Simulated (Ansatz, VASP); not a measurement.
## One calculation of Li, two programs

```
Li
1.0
     1.57452   -2.73189   -0.00632
    -4.44851   -2.57989   -0.64383
    -0.82465   -0.49486   -7.61153
Li
6
Direct
  0.99890 0.54501 0.33399
  0.49851 0.04457 0.33338
  0.00029 0.77598 0.66699
  0.49993 0.27617 0.66609
  0.50103 0.51171 0.99926
  0.00134 0.01322 0.00028
```

Change from the starting cell: cell x2, atoms moved at random (sigma 0.1 Å) and cell strained at random (1.5 %), then relaxed without symmetry.

Alike in both runs: functional PBE; k mesh 8 × 4 × 4; occupations gaussian, width 0.2 eV; no spin polarisation.

Ansatz relaxed the structure, and its values are those at the end. VASP's run is a single point on that final structure, the one shown.

|  | VASP | Ansatz |
| --- | --- | --- |
| version | VASP 6.6.1 | Ansatz 0.2.0 |
| potentials or method | VASP PAW PBE potentials, release 64 (Li_sv) | scalar-relativistic, plane waves, PAW |
| plane-wave cutoff (eV) | 520 | 420 |
| valence electrons in the cell | 18 | 18 |

|  | VASP | Ansatz | Ansatz less VASP |
| --- | --- | --- | --- |
| gap on the k mesh at the Fermi level (eV) | none | none | - |
| rms of the force components (eV/Å) | 0.006 | 0.006 | 0.0000 |

A gap of «none» marks a metal or a gap that the smearing closes.
